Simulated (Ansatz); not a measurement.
# SiC: the band gap up the ladder of functionals

An exercise on one series of results from a longer session: the logs are not shown, and one member is left open.

The runs shown are made with Ansatz 0.2.0. PAW datasets, plane waves. No spin polarisation and no zero-point or thermal motion.

## Starting point

The cell was relaxed beforehand with r2SCAN.

The symmetry is P6_3mc (No. 186, hexagonal); conventional cell a = 3.078 Å, c = 10.077 Å, 10.33 Å³ an atom. Around Si lie 4 C at 1.88–1.89 Å; around Si lie 4 C at 1.89 Å; around C lie 4 Si at 1.89 Å; around C lie 4 Si at 1.88–1.89 Å.

As a file:

```
CELL_PARAMETERS angstrom
3.07756 0.00000 0.00000
-1.53878 2.66524 0.00000
0.00000 0.00000 10.07672
ATOMIC_POSITIONS crystal
Si 0.00000 0.00000 0.99986
Si 0.33333 0.66667 0.24991
Si 0.00000 0.00000 0.49986
Si 0.66667 0.33333 0.74991
C 0.00000 0.00000 0.18728
C 0.33333 0.66667 0.43795
C 0.00000 0.00000 0.68728
C 0.66667 0.33333 0.93795
```

Set-up of the first run:

input.yaml

```yaml
crystal:
  lattice:
    - [3.0775550333, 0.0, 0.0]
    - [-1.5387775167, 2.6652408404, 0.0]
    - [0.0, 0.0, 10.0767227833]
  atoms:
    - { symbol: Si, position: [0.0, 0.0, -0.0001405665] }
    - { symbol: Si, position: [0.3333333333, 0.6666666667, 0.2499083816] }
    - { symbol: Si, position: [0.0, 0.0, 0.4998594335] }
    - { symbol: Si, position: [0.6666666667, 0.3333333333, 0.7499083816] }
    - { symbol: C, position: [0.0, 0.0, 0.1872833959] }
    - { symbol: C, position: [0.3333333333, 0.6666666667, 0.4379487892] }
    - { symbol: C, position: [0.0, 0.0, 0.6872833959] }
    - { symbol: C, position: [0.6666666667, 0.3333333333, 0.9379487892] }
kpoints:
  mp_grid: { grid: [12, 12, 4] }
  band_path:
    path:
      - [[0.0, 0.0, 0.0], [0.5, -2.616268767816e-17, -3.98229309388e-34], [0.3333333333333, 0.3333333333333, -5.069315850067e-34], [0.0, 0.0, 0.0], [2.289483961527e-52, 5.653042313169e-52, 0.5], [0.5, -2.616268767816e-17, 0.5], [0.3333333333333, 0.3333333333333, 0.5], [2.289483961527e-52, 5.653042313169e-52, 0.5]]
      - [[0.5, -2.616268767816e-17, 0.5], [0.5, -2.616268767816e-17, -3.98229309388e-34]]
      - [[0.3333333333333, 0.3333333333333, 0.5], [0.3333333333333, 0.3333333333333, -5.069315850067e-34]]
    npoints: 10
hamiltonian:
  xc: pbe
scf:
  occupations: { method: fermi_dirac, width: 0.02 }
  n_extra_bands: 6
output:
  forces: true
  stress: true
  eigenvalues: true
  write_density: true
  write_potential: true
  elf: true
  volumetric_format: npy
```

Started as:

```bash
> ansatz run input.yaml --threads 4 --pin off --max-ram 7372MiB --backend cpu --events-out ev --progress --plain --runs-dir out
```

Among the steps run: PBE band path; r2SCAN; HSE06 at the same geometry; Single point with PBE0; LDA at the same geometry; DDH-PBE0; Single point with r2SCAN0.

One table of the session follows, with a row left open; its other results are not shown here.

| level | gap (eV) |
| --- | --- |
| PBE | 2.23 |
| r2SCAN | ? |
| HSE06 | 3.14 |
| PBE0 | 3.87 |
| LDA | 2.18 |
| DDH-PBE0 | 3.14 |
| r2SCAN0 | 4.10 |

Estimate the missing values for r2SCAN.

As computed: gap (eV): 2.60. In the column «gap (eV)» it lies between PBE (2.23) and HSE06 (3.14).

Meshes: PBE 12×12×4, r2SCAN 12×12×4, HSE06 6×6×2, PBE0 6×6×2, LDA 12×12×4, DDH-PBE0 6×6×2, r2SCAN0 6×6×2

The gap runs from 2.18 eV (LDA) to 4.10 eV (r2SCAN0). Against HSE06, PBE is short by 0.91 eV, at 71 % of it, and r2SCAN 83 %. PBE0 lies 0.73 eV above HSE06, which differs from it by screening the long-range exchange.

Caveats from the session: Warnings in the runs' records: stress exchange threshold loose, stress scf threshold loose.
